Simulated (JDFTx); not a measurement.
# InP (F-43m) in JDFTx: a series of runs

The runs below take InP through band structure, with PBE, PBEsol, r2SCAN.

Program: JDFTx 1.7.0 (patched build). These are calculated values, not measurements. Logs are shortened: lines on timing, memory, paths and dates and some standing lists are left out, and cuts for length are marked. The log counts tension as positive stress, the text compression.

**What was measured.**

From a printed reference work, data compilation, for a bulk crystal of InP at 1.6 K: band gap 1.4236 eV (direct).

How close the calculation comes is told below.

**1. The crystal as given**

It takes space group F-43m (No. 216, cubic). Conventional cell: a = 5.861 Å, b = 5.861 Å, c = 5.861 Å, α = 90.00°, β = 90.00°, γ = 90.00°. In (site symmetry -43m) has 4 P at 2.54 Å as nearest neighbours. Around P (site symmetry -43m) lie 4 In at 2.54 Å.

**2. Band structure, PBE**

Input file bands.in:

```
lattice \
    0.0000000000     5.5378424082     5.5378424082 \
    5.5378424082     0.0000000000     5.5378424082 \
    5.5378424082     5.5378424082     0.0000000000
coords-type Lattice
ion In     0.0000000000     0.0000000000     0.0000000000 1
ion P      0.7500000000     0.7500000000     0.7500000000 1

ion-species pseudo/In.upf
ion-species pseudo/P.upf
elec-cutoff 35 280
elec-ex-corr gga-PBE
elec-smearing Fermi 0.0018374661
elec-n-bands 15
electronic-minimize nIterations 30 energyDiffThreshold 1e-06
davidson-band-ratio 1.3
forces-output-coords Cartesian
include path.kpoints
symmetries none
fix-electron-density run.$VAR

dump-name bands.$VAR
dump End Ecomponents EigStats BandEigs Kpoints Forces
```

Input file path.kpoints:

```
kpoint +0.0000000000 +0.0000000000 +0.0000000000 0.020000000000
kpoint +0.0714285714 +0.0000000000 +0.0714285714 0.020000000000
kpoint +0.1428571429 +0.0000000000 +0.1428571429 0.020000000000
kpoint +0.2142857143 +0.0000000000 +0.2142857143 0.020000000000
kpoint +0.2857142857 +0.0000000000 +0.2857142857 0.020000000000
kpoint +0.3571428571 +0.0000000000 +0.3571428571 0.020000000000
kpoint +0.4285714286 +0.0000000000 +0.4285714286 0.020000000000
kpoint +0.5000000000 +0.0000000000 +0.5000000000 0.020000000000
kpoint +0.5000000000 +0.0833333333 +0.5833333333 0.020000000000
kpoint +0.5000000000 +0.1666666667 +0.6666666667 0.020000000000
kpoint +0.5000000000 +0.2500000000 +0.7500000000 0.020000000000
kpoint +0.4375000000 +0.3125000000 +0.7500000000 0.020000000000
kpoint +0.3750000000 +0.3750000000 +0.7500000000 0.020000000000
kpoint +0.3281250000 +0.3281250000 +0.6562500000 0.020000000000
kpoint +0.2812500000 +0.2812500000 +0.5625000000 0.020000000000
kpoint +0.2343750000 +0.2343750000 +0.4687500000 0.020000000000
kpoint +0.1875000000 +0.1875000000 +0.3750000000 0.020000000000
kpoint +0.1406250000 +0.1406250000 +0.2812500000 0.020000000000
kpoint +0.0937500000 +0.0937500000 +0.1875000000 0.020000000000
kpoint +0.0468750000 +0.0468750000 +0.0937500000 0.020000000000
kpoint +0.0000000000 +0.0000000000 +0.0000000000 0.020000000000
kpoint +0.0833333333 +0.0833333333 +0.0833333333 0.020000000000
kpoint +0.1666666667 +0.1666666667 +0.1666666667 0.020000000000
kpoint +0.2500000000 +0.2500000000 +0.2500000000 0.020000000000
kpoint +0.3333333333 +0.3333333333 +0.3333333333 0.020000000000
kpoint +0.4166666667 +0.4166666667 +0.4166666667 0.020000000000
kpoint +0.5000000000 +0.5000000000 +0.5000000000 0.020000000000
kpoint +0.5250000000 +0.4500000000 +0.5250000000 0.020000000000
kpoint +0.5500000000 +0.4000000000 +0.5500000000 0.020000000000
kpoint +0.5750000000 +0.3500000000 +0.5750000000 0.020000000000
kpoint +0.6000000000 +0.3000000000 +0.6000000000 0.020000000000
kpoint +0.6250000000 +0.2500000000 +0.6250000000 0.020000000000
kpoint +0.5625000000 +0.2500000000 +0.6875000000 0.020000000000
kpoint +0.5000000000 +0.2500000000 +0.7500000000 0.020000000000
kpoint +0.5000000000 +0.2916666667 +0.7083333333 0.020000000000
kpoint +0.5000000000 +0.3333333333 +0.6666666667 0.020000000000
kpoint +0.5000000000 +0.3750000000 +0.6250000000 0.020000000000
kpoint +0.5000000000 +0.4166666667 +0.5833333333 0.020000000000
kpoint +0.5000000000 +0.4583333333 +0.5416666667 0.020000000000
kpoint +0.5000000000 +0.5000000000 +0.5000000000 0.020000000000
kpoint +0.4791666667 +0.4791666667 +0.5416666667 0.020000000000
kpoint +0.4583333333 +0.4583333333 +0.5833333333 0.020000000000
kpoint +0.4375000000 +0.4375000000 +0.6250000000 0.020000000000
kpoint +0.4166666667 +0.4166666667 +0.6666666667 0.020000000000
kpoint +0.3958333333 +0.3958333333 +0.7083333333 0.020000000000
kpoint +0.3750000000 +0.3750000000 +0.7500000000 0.020000000000
kpoint +0.6250000000 +0.2500000000 +0.6250000000 0.020000000000
kpoint +0.5833333333 +0.1666666667 +0.5833333333 0.020000000000
kpoint +0.5416666667 +0.0833333333 +0.5416666667 0.020000000000
kpoint +0.5000000000 +0.0000000000 +0.5000000000 0.020000000000
```

Potentials or basis: PseudoDojo-SR-PBE-0.5-standard with smoothed tails.

On the command line:

```
$ jdftx -c 1 -i bands.in -o bands.out
```

The log of the run:

```text
*************** JDFTx 1.7.0 (patched build) ***************

Input parsed successfully to the following command list (including defaults):
[... the input with its defaults ...]

---------- Initializing the Grid ----------
R =
[            0      5.53784      5.53784  ]
[      5.53784            0      5.53784  ]
[      5.53784      5.53784            0  ]
unit cell volume = 339.666
G =
[  -0.567295   0.567295   0.567295  ]
[   0.567295  -0.567295   0.567295  ]
[   0.567295   0.567295  -0.567295  ]
Minimum fftbox size, Smin = [  60  60  60  ]
Chosen fftbox size, S = [  60  60  60  ]

---------- Initializing tighter grid for wavefunction operations ----------
R =
[            0      5.53784      5.53784  ]
[      5.53784            0      5.53784  ]
[      5.53784      5.53784            0  ]
unit cell volume = 339.666
G =
[  -0.567295   0.567295   0.567295  ]
[   0.567295  -0.567295   0.567295  ]
[   0.567295   0.567295  -0.567295  ]
Minimum fftbox size, Smin = [  44  44  44  ]
Chosen fftbox size, S = [  48  48  48  ]

---------- Exchange Correlation functional ----------
Initalized PBE GGA exchange.
Initalized PBE GGA correlation.

---------- Setting up pseudopotentials ----------
Width of ionic core gaussian charges (only for fluid interactions / plotting) set to 0

Reading pseudopotential file 'pseudo/In.upf':
  'In' pseudopotential, 'PBE' functional
  Generated using ONCVPSP code by D. R. Hamann
  13 valence electrons, 3 orbitals, 6 projectors, 1001 radial grid points, with lMax = 2
    4D    l: 2   occupation: 10.0   eigenvalue: -0.684392
    5S    l: 0   occupation:  2.0   eigenvalue: -0.301765
    5P    l: 1   occupation:  1.0   eigenvalue: -0.092561
  Core radius for overlap checks: 2.17 bohrs.

Reading pseudopotential file 'pseudo/P.upf':
  'P' pseudopotential, 'PBE' functional
  Generated using ONCVPSP code by D. R. Hamann
  5 valence electrons, 2 orbitals, 6 projectors, 1001 radial grid points, with lMax = 2
    3S    l: 0   occupation:  2.0   eigenvalue: -0.513364
    3P    l: 1   occupation:  3.0   eigenvalue: -0.202372
  Core radius for overlap checks: 1.66 bohrs.

Initialized 2 species with 2 total atoms.

Folded 50 k-points by 1x1x1 to 50 k-points.

---------- Setting up k-points, bands, fillings ----------
No reducable k-points.
Computing the number of bands and number of electrons
Calculating initial fillings.
nElectrons:  18.000000   nBands: 15   nStates: 50

----- Setting up reduced wavefunction bases (one per k-point) -----
average nbasis = 3359.320 , ideal nbasis = 3359.293

---------- Setting up ewald sum ----------
Optimum gaussian width for ewald sums = 2.515192 bohr.
Real space sum over 1331 unit cells with max indices [  5  5  5  ]
Reciprocal space sum over 2197 terms with max indices [  6  6  6  ]

---------- Allocating electronic variables ----------
Reading n from file 'run.n' ... done
Initializing wave functions:  linear combination of atomic orbitals
Note: number of bands (15) exceeds available atomic orbitals (13)

----------- Band structure minimization -------------
Minimization will be done independently for each quantum number.

---- Minimization of quantum number:     0  [ +0.0000000 +0.0000000 +0.0000000 ]  0.040000000 ----
BandDavidson: Iter:   0  Eband: +0.111267075525580
BandDavidson: Iter:   1  Eband: +0.091624362888756  dEband: -1.964271e-02
BandDavidson: Iter:   2  Eband: +0.086039823761146  dEband: -5.584539e-03
BandDavidson: Iter:   3  Eband: +0.082983166015715  dEband: -3.056658e-03
[... 814 lines of inner loops ...]
BandDavidson: Iter:  13  Eband: +0.088109019342104  dEband: -1.106406e-06
BandDavidson: Iter:  14  Eband: +0.088108248608421  dEband: -7.707337e-07
BandDavidson: Converged (dEband<1.000000e-06)
	FillingsUpdate:  mu: +0.276691476  nElectrons: 18.000000
WARNING: these k-points are no uniform mesh, so that mu and the fillings of partly filled bands are only those of these points: take mu from the calculation that made the density or potential.

Dumping 'bands.eigStats' ...
	eMin: -0.267528 at state 7 ( [ +0.500000 +0.000000 +0.500000 ] spin 0 )
	HOMO: +0.262462 at state 20 ( [ +0.000000 +0.000000 +0.000000 ] spin 0 )
	mu  : +0.276691
	LUMO: +0.288603 at state 20 ( [ +0.000000 +0.000000 +0.000000 ] spin 0 )
	eMax: +0.679186 at state 34 ( [ +0.500000 +0.291667 -0.291667 ] spin 0 )
	HOMO-LUMO gap: +0.026141
	Optical gap  : +0.026141 at state 20 ( [ +0.000000 +0.000000 +0.000000 ] spin 0 )
Done!
[note: mu, HOMO and LUMO in a band run belong to the points of the path alone and aren't those of the crystal]
```

Wall time 58 s (1 thread of Arm Neoverse V1, shared host); peak memory 0.11 GiB.

Results:

| Item | Value |
| --- | --- |
| Band gap along the path | 0.71 eV, direct |

Levels at the corners of the path, in eV from the valence-band top:
| point | band 5 | band 6 | band 7 | band 8 | band 9 | band 10 | band 11 |
| --- | --- | --- | --- | --- | --- | --- | --- |
| Γ | -14.09 | -11.52 | 0.00 | 0.00 | 0.00 | 0.71 | 4.09 |
| X | -14.06 | -9.15 | -5.75 | -2.32 | -2.32 | 1.76 | 2.27 |
| W | -14.08 | -9.07 | -5.60 | -2.95 | -2.91 | 4.30 | 4.38 |
| K | -14.07 | -9.16 | -5.61 | -3.30 | -1.94 | 2.36 | 4.40 |
| Γ | -14.09 | -11.52 | 0.00 | 0.00 | 0.00 | 0.71 | 4.09 |
| L | -14.08 | -9.80 | -5.73 | -0.97 | -0.97 | 1.50 | 4.81 |
| U | -14.07 | -9.16 | -5.61 | -3.30 | -1.94 | 2.36 | 4.40 |
| W | -14.08 | -9.07 | -5.60 | -2.95 | -2.91 | 4.30 | 4.38 |
| L | -14.08 | -9.80 | -5.73 | -0.97 | -0.97 | 1.50 | 4.81 |
| K | -14.07 | -9.16 | -5.61 | -3.30 | -1.94 | 2.36 | 4.40 |
| U | -14.07 | -9.16 | -5.61 | -3.30 | -1.94 | 2.36 | 4.40 |
| X | -14.06 | -9.15 | -5.75 | -2.32 | -2.32 | 1.76 | 2.27 |

Caveat: spin-orbit coupling is left out, which moves the levels of the heavy elements.

**3. Band structure, PBEsol**

Changes to bands.in since step 2:

```diff
@@ -1,5 +1,2 @@
-lattice \
-    0.0000000000     5.5378424082     5.5378424082 \
-    5.5378424082     0.0000000000     5.5378424082 \
-    5.5378424082     5.5378424082     0.0000000000
+lattice Face-Centered Cubic 11.0756848164
 coords-type Lattice
@@ -11,3 +8,3 @@
 elec-cutoff 35 280
-elec-ex-corr gga-PBE
+elec-ex-corr gga-PBEsol
 elec-smearing Fermi 0.0018374661
```

path.kpoints is that of step 2.

Potentials or basis: PseudoDojo-SR-PBEsol-0.4.1-standard with smoothed tails.

On the command line:

```
$ jdftx -c 1 -i bands.in -o bands.out
```

The log of the run:

```text
*************** JDFTx 1.7.0 (patched build) ***************

Input parsed successfully to the following command list (including defaults):
[... the input with its defaults ...]

---------- Initializing the Grid ----------
R =
[            0      5.53784      5.53784  ]
[      5.53784            0      5.53784  ]
[      5.53784      5.53784            0  ]
unit cell volume = 339.666
G =
[  -0.567295   0.567295   0.567295  ]
[   0.567295  -0.567295   0.567295  ]
[   0.567295   0.567295  -0.567295  ]
Minimum fftbox size, Smin = [  60  60  60  ]
Chosen fftbox size, S = [  60  60  60  ]

---------- Initializing tighter grid for wavefunction operations ----------
R =
[            0      5.53784      5.53784  ]
[      5.53784            0      5.53784  ]
[      5.53784      5.53784            0  ]
unit cell volume = 339.666
G =
[  -0.567295   0.567295   0.567295  ]
[   0.567295  -0.567295   0.567295  ]
[   0.567295   0.567295  -0.567295  ]
Minimum fftbox size, Smin = [  44  44  44  ]
Chosen fftbox size, S = [  48  48  48  ]

---------- Exchange Correlation functional ----------
Initalized PBEsol GGA exchange.
Initalized PBEsol GGA correlation.

---------- Setting up pseudopotentials ----------
Width of ionic core gaussian charges (only for fluid interactions / plotting) set to 0

Reading pseudopotential file 'pseudo/In.upf':
  'In' pseudopotential, 'PBESOL' functional
  Generated using ONCVPSP code by D. R. Hamann
  13 valence electrons, 3 orbitals, 6 projectors, 1001 radial grid points, with lMax = 2
    4D    l: 2   occupation: 10.0   eigenvalue: -0.683211
    5S    l: 0   occupation:  2.0   eigenvalue: -0.303394
    5P    l: 1   occupation:  1.0   eigenvalue: -0.092565
  Core radius for overlap checks: 2.17 bohrs.

Reading pseudopotential file 'pseudo/P.upf':
  'P' pseudopotential, 'PBESOL' functional
  Generated using ONCVPSP code by D. R. Hamann
  5 valence electrons, 2 orbitals, 6 projectors, 1001 radial grid points, with lMax = 2
    3S    l: 0   occupation:  2.0   eigenvalue: -0.511448
    3P    l: 1   occupation:  3.0   eigenvalue: -0.201377
  Core radius for overlap checks: 1.66 bohrs.

Initialized 2 species with 2 total atoms.

Folded 50 k-points by 1x1x1 to 50 k-points.

---------- Setting up k-points, bands, fillings ----------
No reducable k-points.
Computing the number of bands and number of electrons
Calculating initial fillings.
nElectrons:  18.000000   nBands: 15   nStates: 50

----- Setting up reduced wavefunction bases (one per k-point) -----
average nbasis = 3359.320 , ideal nbasis = 3359.293

---------- Setting up ewald sum ----------
Optimum gaussian width for ewald sums = 2.515192 bohr.
Real space sum over 1331 unit cells with max indices [  5  5  5  ]
Reciprocal space sum over 2197 terms with max indices [  6  6  6  ]

---------- Allocating electronic variables ----------
Reading n from file 'run.n' ... done
Initializing wave functions:  linear combination of atomic orbitals
Note: number of bands (15) exceeds available atomic orbitals (13)

----------- Band structure minimization -------------
Minimization will be done independently for each quantum number.

---- Minimization of quantum number:     0  [ +0.0000000 +0.0000000 +0.0000000 ]  0.040000000 ----
BandDavidson: Iter:   0  Eband: +0.107777360223669
BandDavidson: Iter:   1  Eband: +0.088519065564219  dEband: -1.925829e-02
BandDavidson: Iter:   2  Eband: +0.083106249690952  dEband: -5.412816e-03
BandDavidson: Iter:   3  Eband: +0.080094577331727  dEband: -3.011672e-03
[... 811 lines of inner loops ...]
BandDavidson: Iter:  13  Eband: +0.085154916835353  dEband: -1.215194e-06
BandDavidson: Iter:  14  Eband: +0.085154054767984  dEband: -8.620674e-07
BandDavidson: Converged (dEband<1.000000e-06)
	FillingsUpdate:  mu: +0.271177279  nElectrons: 18.000000
WARNING: these k-points are no uniform mesh, so that mu and the fillings of partly filled bands are only those of these points: take mu from the calculation that made the density or potential.

Dumping 'bands.eigStats' ...
	eMin: -0.270307 at state 7 ( [ +0.500000 +0.000000 +0.500000 ] spin 0 )
	HOMO: +0.258749 at state 20 ( [ +0.000000 +0.000000 +0.000000 ] spin 0 )
	mu  : +0.271177
	LUMO: +0.281291 at state 20 ( [ +0.000000 +0.000000 +0.000000 ] spin 0 )
	eMax: +0.672410 at state 34 ( [ +0.500000 +0.291667 -0.291667 ] spin 0 )
	HOMO-LUMO gap: +0.022542
	Optical gap  : +0.022542 at state 20 ( [ +0.000000 +0.000000 +0.000000 ] spin 0 )
Done!
[note: mu, HOMO and LUMO in a band run belong to the points of the path alone and aren't those of the crystal]
```

It took 58 s on 1 thread of Arm Neoverse V1, shared host; peak memory 0.11 GiB.

Results:

```yaml
Band_gap_along_the_path: 0.61 eV, direct
```

Levels at the corners of the path, in eV from the valence-band top:
| point | band 7 | band 8 | band 9 | band 10 | band 11 |
| --- | --- | --- | --- | --- | --- |
| Γ | 0.00 | 0.00 | 0.00 | 0.61 | 4.02 |
| X | -5.81 | -2.35 | -2.35 | 1.63 | 2.16 |
| W | -5.66 | -3.00 | -2.96 | 4.20 | 4.34 |
| K | -5.67 | -3.36 | -1.96 | 2.25 | 4.32 |
| Γ | 0.00 | 0.00 | 0.00 | 0.61 | 4.02 |
| L | -5.80 | -0.98 | -0.98 | 1.40 | 4.73 |
| U | -5.67 | -3.36 | -1.96 | 2.25 | 4.32 |
| W | -5.66 | -3.00 | -2.96 | 4.20 | 4.34 |
| L | -5.80 | -0.98 | -0.98 | 1.40 | 4.73 |
| K | -5.67 | -3.36 | -1.96 | 2.25 | 4.32 |
| U | -5.67 | -3.36 | -1.96 | 2.25 | 4.32 |
| X | -5.81 | -2.35 | -2.35 | 1.63 | 2.16 |

Caveat: spin-orbit coupling is left out, which moves the levels of the heavy elements.

**4. Band structure, r2SCAN**

Changes to bands.in since step 3:

```diff
@@ -1,2 +1,5 @@
-lattice Face-Centered Cubic 11.0756848164
+lattice \
+    0.0000000000     5.5378424082     5.5378424082 \
+    5.5378424082     0.0000000000     5.5378424082 \
+    5.5378424082     5.5378424082     0.0000000000
 coords-type Lattice
@@ -7,4 +10,4 @@
 ion-species pseudo/P.upf
-elec-cutoff 35 280
-elec-ex-corr gga-PBEsol
+elec-cutoff 40 320
+elec-ex-corr mgga-x-r2scan mgga-c-r2scan
 elec-smearing Fermi 0.0018374661
```

path.kpoints is that of step 3.

Potentials or basis: SG15-PBE-1.2 with smoothed tails.

On the command line:

```
$ jdftx -c 1 -i bands.in -o bands.out
```

Run time: 3.6 min. Hardware: 1 thread of Arm Neoverse V1, shared host; peak memory 0.12 GiB.

It converged, with:

| Property | Result |
| --- | --- |
| Band gap along the path | 0.76 eV, direct |

Levels at the corners of the path, in eV from the valence-band top:
| point | band 6 | band 7 | band 8 | band 9 | band 10 | band 11 | band 12 | band 13 |
| --- | --- | --- | --- | --- | --- | --- | --- | --- |
| Γ | -12.17 | 0.00 | 0.00 | 0.00 | 0.76 | 4.29 | 4.29 | 4.29 |
| X | -9.60 | -6.13 | -2.47 | -2.47 | 2.02 | 2.41 | 9.78 | 10.10 |
| W | -9.51 | -5.99 | -3.09 | -3.06 | 4.54 | 4.66 | 5.93 | 6.61 |
| K | -9.61 | -5.99 | -3.46 | -2.07 | 2.57 | 4.65 | 7.97 | 8.00 |
| Γ | -12.17 | 0.00 | 0.00 | 0.00 | 0.76 | 4.29 | 4.29 | 4.29 |
| L | -10.29 | -6.06 | -1.05 | -1.05 | 1.57 | 5.13 | 5.13 | 7.60 |
| U | -9.61 | -5.99 | -3.46 | -2.07 | 2.57 | 4.65 | 7.97 | 8.00 |
| W | -9.51 | -5.99 | -3.09 | -3.06 | 4.54 | 4.66 | 5.93 | 6.61 |
| L | -10.29 | -6.06 | -1.05 | -1.05 | 1.57 | 5.13 | 5.13 | 7.60 |
| K | -9.61 | -5.99 | -3.46 | -2.07 | 2.57 | 4.65 | 7.97 | 8.00 |
| U | -9.61 | -5.99 | -3.46 | -2.07 | 2.57 | 4.65 | 7.97 | 8.00 |
| X | -9.60 | -6.13 | -2.47 | -2.47 | 2.02 | 2.41 | 9.78 | 10.10 |

Caveat: spin-orbit coupling is left out, which moves the levels of the heavy elements.

**5. Against experiment**

Step 2. Against the measured gap of InP, 1.4236 eV (direct; 1.6 K; a printed reference work, data compilation), the calculated 0.71 eV is off by -0.71 eV. Spin-orbit coupling on In is left out. The value is that of PBE, without temperature or zero-point motion. Semilocal functionals fall short of measured gaps as a rule.

Step 3. Measured gap of InP: 1.4236 eV (direct; 1.6 K; a printed reference work, data compilation). This calculation gives 0.61 eV (-0.81 eV). Spin-orbit coupling on In is left out. The value is that of PBEsol, without temperature or zero-point motion. Semilocal functionals fall short of measured gaps as a rule.

Step 4. Against the measured gap of InP, 1.4236 eV (direct; 1.6 K; a printed reference work, data compilation), the calculated 0.76 eV is off by -0.66 eV. Spin-orbit coupling on In is left out. The value is that of r2SCAN, without temperature or zero-point motion.
